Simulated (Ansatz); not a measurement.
BaO: the change of smallest direct gap on path with volume per atom

Results calculated with Ansatz 0.2.0, not measured. Periodic Kohn-Sham DFT of a crystal at fixed atoms; Kohn-Sham levels at symmetry points; band -1 is the highest filled and +1 the lowest empty one at that point, spin up along a +z start moment.

Cell of the first row (space group Fm-3m, No. 225):
```
BaO
1.0
      0.0000     2.6939     2.6939
      2.6939     0.0000     2.6939
      2.6939     2.6939     0.0000
Ba O
1 1
Direct
  0.00000 0.00000 0.00000
  0.50000 0.50000 0.50000
```

Settings of every row: method all-electron LAPW; functional LDA; relativity scalar; k mesh 8x8x8; filling fermi-dirac; smearing width 0.02 eV; basis error target 0.5 meV/atom; nucleus gaussian.

Atom start moment: 0 on all atoms.

Limits: no spin-orbit coupling on heavy atoms; semilocal functionals tend to give too small a gap.

```csv
row,volume per atom (Å³),smallest direct gap on path (eV),band gap (eV)
1,19.549,1.573,1.573
2,19.965,1.665,1.665
3,20.381,1.749,1.749
4,20.589,1.789,1.789
5,20.797,?,?
6,21.005,1.864,1.864
7,21.213,1.899,1.899
8,21.629,1.965,1.965
9,22.045,2.025,2.025
```

Question: what smallest direct gap on path should row 5 give?

Worked fit of smallest direct gap on path. Take t = volume per atom − 21, in Å³. The shown rows have t = -1.451, -1.035, -0.619, -0.411, 0.005, 0.213, 0.629, 1.045. Least squares give smallest direct gap on path = 1.8632 + 0.17345 × t − 0.0181 × t² eV; a straight line predicts inner rows, each left out in turn, worse (root mean square 0.0088 against 0.00044 eV). The rows lie off it by 0.000, 0.001, 0.000, 0.000, 0.000, 0.000, 0.000, 0.000. The withheld row has t = -0.203, so the fit gives 1.8632 + 0.17345 × (-0.203) − 0.0181 × (-0.203)² = 1.827 eV.

The calculation gave 1.827 eV. The fit meets it to the printed digit.

The other values of row 5: band gap 1.827 eV.
